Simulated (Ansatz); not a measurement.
Wanted: the native input for an Ansatz 0.2.0 run.

| Quantity | Value |
| --- | --- |
| Task | single point |
| Functional | PBE |
| Potentials or basis | Ansatz PAW |
| Cutoff | 420 eV (not typed: the program's choice for these potentials) |
| k mesh | 8 × 8 × 8 |
| Occupations | gaussian, width 0.023 eV |
| Spin | no spin polarisation |

The system is PbS (Galena).

```
Pb S
1.0
     0.00000    2.96575    2.96575
     2.96575    0.00000    2.96575
     2.96575    2.96575    0.00000
Pb S
1 1
Direct
  0.00000 0.00000 0.00000
  0.50000 0.50000 0.50000
```

One way to write it, as run:

input.yaml

```yaml
crystal:
  lattice:
    - [0.0, 2.96575, 2.96575]
    - [2.96575, 0.0, 2.96575]
    - [2.96575, 2.96575, 0.0]
  atoms:
    - { symbol: Pb, position: [0.0, 0.0, 0.0] }
    - { symbol: S, position: [0.5, 0.5, 0.5] }
hamiltonian:
  xc: pbe
  pseudopotentials: { kind: paw }
kpoints:
  mp_grid: { grid: [8, 8, 8] }
scf:
  occupations: { method: gaussian, width: 0.023 }
output:
  forces: true
  stress: true
  eigenvalues: true
```

Potentials or basis: Ansatz PAW.

Launch:

```bash
$ ansatz run input.yaml --threads 2 --pin off --max-ram 5632MiB --backend cpu --events-out ev --progress --plain --runs-dir out
```

Results of the run:

```yaml
Pressure: 2.2 GPa
Band_gap_on_the_k_mesh: 0.36 eV, direct
```

Caveat: spin-orbit coupling is left out, which as a rule narrows the gap of such compounds by several tenths of an eV.

Wall time 0.79 s on 2 threads of Arm Neoverse V1, on a shared host, peak memory 0.31 GiB.
